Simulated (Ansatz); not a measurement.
# Ligand exchange: C2H5NO + GaH(CH3)(NH2) → CH4N2O + GaH(CH3)2

Species: C2H5NO (acetamide) `CC(N)=O`, singlet; GaH(CH3)(NH2), singlet; CH4N2O (urea) `NC(N)=O`, singlet; GaH(CH3)2, singlet. The partners trade CH3 for NH2: C–CH3 and Ga–NH2 bonds give way to C–NH2 and Ga–CH3.

Shapes, held fixed at every level: PBE0-D4/def2-TZVP. Flexible molecules stand in one conformer, not always the lowest. Programs: Ansatz 0.2.0. Electronic energies: no zero-point or thermal term.

```tsv
level	kind	ΔE (kJ/mol)	less CCSD(T)/def2-TZVPP
BHLYP-D4/def2-TZVPP	global hybrid	+36.9	-4.5
r2SCAN0-D4/def2-TZVPP	global hybrid	+34.0	-7.4
B2PLYP/def2-TZVPP	double hybrid	+41.1	-0.3
MP2/def2-SVP	perturbation theory	+39.8	-1.6
MP2/def2-TZVPP	perturbation theory	+42.1	+0.7
CCSD/def2-SVP	coupled cluster or CI	+39.4	-2.0
CCSD(T)/def2-TZVPP	coupled cluster or CI	+41.4	0.0
```

The highest level, CCSD(T)/def2-TZVPP, gives ΔE = +41.4 kJ/mol; the levels span +34.0 to +42.1. The column of differences is taken from that level and isn't an error. No measured value is set beside it here. Relativity is left out for Ga. Outer-core shells of Ga are correlated, in sets that cover them unevenly.
